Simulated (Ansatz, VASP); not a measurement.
One calculation of AlN, two programs

File INCAR:

```
SYSTEM = AlN
ALGO = Normal
EDIFF = 1E-7
EDIFFG = -0.05
ENCUT = 600
GGA = PE
IBRION = 2
ISIF = 3
ISMEAR = 0
LASPH = .TRUE.
LCHARG = .FALSE.
LREAL = .FALSE.
LWAVE = .FALSE.
NELM = 80
NSW = 80
PREC = Accurate
SIGMA = 0.1
```

File KPOINTS:

```
k-points
0
G
  8 8 8
  0 0 0
```

File POSCAR:

```
AlN
1.0
    0.0000000000      2.4779940542      2.4779940542
    2.4779940542      0.0000000000      2.4779940542
    2.4779940542      2.4779940542      0.0000000000
Al N
1 1
Direct
    0.0000000000      0.0000000000      0.0000000000
    0.7500000000      0.7500000000      0.7500000000
```

Input for Ansatz:

```yaml
crystal:
  lattice:
    - [0.0, 2.4779940542, 2.4779940542]
    - [2.4779940542, 0.0, 2.4779940542]
    - [2.4779940542, 2.4779940542, 0.0]
  atoms:
    - { symbol: Al, position: [0.0, 0.0, 0.0] }
    - { symbol: "N", position: [0.75, 0.75, 0.75] }
basis:
  ecutwfc: 420
kpoints:
  mp_grid: { grid: [8, 8, 8] }
hamiltonian:
  xc: pbe
scf:
  occupations: { method: gaussian, width: 0.1 }
output:
  forces: true
  stress: true
  eigenvalues: true
relax:
  adjacent_minimum: "off"
  f_tol: 0.05
  max_steps: 60
  cell: { stress_tol: 0.5 }
```

Alike in both runs: task relaxation of cell and atoms; functional PBE; k mesh 8 × 8 × 8; occupations gaussian, width 0.1 eV; no spin polarisation.

|  | VASP | Ansatz |
| --- | --- | --- |
| version | VASP 6.6.1 | Ansatz 0.2.0 |
| potentials or method | VASP PAW PBE potentials, release 64 (Al, N) | scalar-relativistic, plane waves, PAW |
| plane-wave cutoff (eV) | 600 | 420 |
| valence electrons in the cell | 8 | 8 |

Ansatz gave:

```
gap on the k mesh at the Fermi level, each at its own relaxed structure (eV) : 3.31
relaxed volume (Å³/atom)                                                     : 10.69
relaxed cell length with the largest relative difference (Å)                 : 3.116
energy change over the relaxation (meV/atom)                                 : -639
```

Task: Estimate VASP's values.

Result: gap on the k mesh at the Fermi level, each at its own relaxed structure (eV): 3.31; relaxed volume (Å³/atom): 10.68; relaxed cell length with the largest relative difference (Å): 3.114; energy change over the relaxation (meV/atom): -647.

Caveats: the volume moved by over 15 % at a fixed basis, so the end points are rough (VASP). A k mesh can miss the band edges.
